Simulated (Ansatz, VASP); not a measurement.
Given: the input of a run of Ansatz 0.2.0 on Si.

File input.yaml:

```yaml
crystal:
  lattice:
    - [0.0, 2.7218511865, 2.7218511865]
    - [2.7218511865, 0.0, 2.7218511865]
    - [2.7218511865, 2.7218511865, 0.0]
  atoms:
    - { symbol: Si, position: [0.5, 0.5, 0.5] }
    - { symbol: Si, position: [0.75, 0.75, 0.75] }
kpoints:
  mp_grid: { grid: [8, 8, 8] }
scf:
  occupations: { method: fermi_dirac, width: 0.05 }
hamiltonian:
  xc: rpbe
  pseudopotentials: { kind: all_electron, lapw: { basis_error: 0.001 } }
output:
  forces: true
  stress: true
relax:
  f_tol: 0.02
  max_steps: 60
  cell: {}
```

Potentials or basis: all-electron LAPW, scalar-relativistic.

The run is started by

```console
$ ansatz run input.yaml --threads 1 --pin off --max-ram 3072MiB --backend cpu --events-out ev --progress --plain --runs-dir out
```

**Question.** Translate it to VASP 6.6.1. Potentials there: VASP PAW PBE potentials, release 64 (Si).

**Answer.** As run (the cutoff follows the program's own potentials):

File INCAR:

```
SYSTEM = Si
PREC = Accurate
ENCUT = 600
EDIFF = 1E-7
ISMEAR = -1
SIGMA = 0.05
LREAL = .FALSE.
LASPH = .TRUE.
NELM = 60
ALGO = Normal
ISIF = 3
LWAVE = .FALSE.
LCHARG = .FALSE.
GGA = RP
IBRION = 2
NSW = 80
EDIFFG = -0.02
```

Contents of KPOINTS:

```
regular mesh
0
G
  8 8 8
  0 0 0
```

File POSCAR:

```
Si
1.0
    0.0000000000      2.7218511865      2.7218511865
    2.7218511865      0.0000000000      2.7218511865
    2.7218511865      2.7218511865      0.0000000000
Si
2
Direct
    0.5000000000      0.5000000000      0.5000000000
    0.7500000000      0.7500000000      0.7500000000
```

Potentials or basis: VASP PAW PBE potentials, release 64 (Si).

Launch:

```bash
$ cat potpaw_PBE.64/Si/POTCAR > POTCAR
$ mpirun -np 1 vasp_std > vasp.out
```

Both were run:

|  | VASP | Ansatz | Ansatz less VASP |
| --- | --- | --- | --- |
| relaxed volume (Å³/atom) | 20.77 | 20.81 | +0.041 |
| relaxed cell length with the largest relative difference (Å) | 3.887 | 3.890 | +0.0026 |
| energy change over the relaxation (meV/atom) | -5 | -6 | -0.8 |

Ansatz ran all-electron here, so the differences hold the error of VASP's frozen core and of both bases.

Caveats: the PAW data sets were made with another functional, which shifts forces and pressure a little (VASP). A k mesh can miss the band edges. RPBE gaps usually lie below the measured ones, often by a third to a half.
